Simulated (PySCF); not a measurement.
# Core-level binding energies of urea

Compound: urea, CH₄N₂O.
Atom-mapped SMILES: `[NH2:1][C:2]([NH2:3])=[O:4]`

Method used: PySCF 2.14.0, delta-SCF UKS SCAN, pcX-2 on the ionised atom, pcseg-1 elsewhere, spin-free X2C. Vertical ΔSCF values, vacuum level as zero.

Q: Give the core binding energies atom by atom.

A: 
| atom(s) | environment | level | binding energy (eV) | count |
| --- | --- | --- | --- | --- |
| O4 | carbonyl oxygen | O 1s | 536.73 | 1 |
| N1/N3 | nitrogen bound to a carbonyl carbon | N 1s | 406.02 | 2 |
| C2 | urea-type carbonyl carbon | C 1s | 294.67 | 1 |

Q: Express the binding energy of N 1s of N1/N3 in atomic units and per mole.

A: 406.02 eV = 14.9210 Eh = 39175 kJ/mol.

The first atom of each set that the bonding makes equivalent was ionised and stands for the set. Geometry: PBE0-D3(BJ)/def2-SVP; no solvent, vibrations or thermal averaging.

The values belong to the conformer `[NH2:1][C:2]([NH2:3])=[O:4]`: H–N1–C2–N3 0°, H–N1–C2–N3 180°, H–N3–C2–N1 180°, H–N3–C2–N1 0°.
